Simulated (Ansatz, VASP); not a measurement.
**Two plane-wave programs on Mg**

```
Mg
1.0
     3.16593    0.00000    0.00000
    -1.58296    2.74177    0.00000
     0.00000    0.00000    5.13988
Mg
2
Cartesian
  1.5830 0.9139 3.8549
  0.0000 1.8278 1.2850
```

Alike in both runs: task single point; functional r2SCAN; k mesh 10 × 10 × 5; occupations fermi-dirac, width 0.05 eV; no spin polarisation.

|  | VASP | Ansatz |
| --- | --- | --- |
| version | VASP 6.6.1 | Ansatz 0.2.0 |
| potentials or method | VASP PAW PBE potentials, release 64 (Mg) | Ansatz PAW |
| plane-wave cutoff (eV) | 520 | 500 |
| valence electrons in the cell | 4 | 20 |

Ansatz gave:

| Property | Result |
| --- | --- |
| gap on the k mesh at the Fermi level (eV) | none |
| pressure (GPa) | 0.5 |
| largest component of the traceless stress (GPa) | 0.56 |

Problem. Estimate VASP's values.

Solution. gap on the k mesh at the Fermi level (eV): none; pressure (GPa): 0.2; largest component of the traceless stress (GPa): 0.56.

A gap of «none» marks a metal or a gap that the smearing closes. The two sets of potentials don't hold the same shells in valence.

Caveats: the PAW data sets were made with another functional, which shifts forces and pressure a little (VASP); the PAW data sets come from PBE, with cores solved anew for the run's functional, which leaves a small shift of forces and pressure (Ansatz).
